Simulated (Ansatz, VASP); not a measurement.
## One calculation of CdS, two programs

Contents of INCAR:

```
SYSTEM = CdS
PREC = Accurate
ENCUT = 520
EDIFF = 1E-7
ISMEAR = -1
SIGMA = 0.05
LREAL = .FALSE.
LASPH = .TRUE.
NELM = 60
ALGO = Normal
ISIF = 2
LWAVE = .FALSE.
LCHARG = .FALSE.
GGA = PE
NBANDS = 16
```

The input KPOINTS:

```
regular mesh
0
G
  8 8 8
  0 0 0
```

The input POSCAR:

```
CdS
1.0
    0.0000000000      2.6970395763      2.6970395763
    2.6970395763      0.0000000000      2.6970395763
    2.6970395763      2.6970395763      0.0000000000
Cd S
1 1
Direct
    0.0000000000      0.0000000000      0.0000000000
    0.5000000000      0.5000000000      0.5000000000
```

File input.yaml:

```yaml
crystal:
  lattice:
    - [0.0, 2.6970395763, 2.6970395763]
    - [2.6970395763, 0.0, 2.6970395763]
    - [2.6970395763, 2.6970395763, 0.0]
  atoms:
    - { symbol: Cd, position: [0.0, 0.0, 0.0] }
    - { symbol: S, position: [0.5, 0.5, 0.5] }
hamiltonian:
  xc: pbe
  pseudopotentials: { kind: paw }
kpoints:
  mp_grid: { grid: [8, 8, 8] }
scf:
  occupations: { method: fermi_dirac, width: 0.05 }
output:
  forces: true
  stress: true
  eigenvalues: true
  write_density: true
  write_potential: true
  elf: true
  volumetric_format: npy
```

Change from the starting cell: volume scaled by 0.94.

Alike in both runs: task single point; functional PBE; k mesh 8 × 8 × 8; occupations fermi-dirac, width 0.05 eV; no spin polarisation.

|  | VASP | Ansatz |
| --- | --- | --- |
| version | VASP 6.6.1 | Ansatz 0.2.0 |
| potentials or method | VASP PAW PBE potentials, release 64 (Cd, S) | Ansatz PAW |
| plane-wave cutoff (eV) | 520 | 420 |
| valence electrons in the cell | 18 | 26 |

VASP gave:

```
gap on the k mesh at the Fermi level (eV) : 0.25
least direct gap on the mesh (eV)         : 1.95
pressure (GPa)                            : 5.1
```

Task: What did Ansatz give for the same quantities?

Result: gap on the k mesh at the Fermi level (eV): 0.26; least direct gap on the mesh (eV): 1.98; pressure (GPa): 4.6.

With one functional, cell and mesh, what is left measures potentials, basis and numerics. The two sets of potentials don't hold the same shells in valence.

A k mesh can miss the band edges.
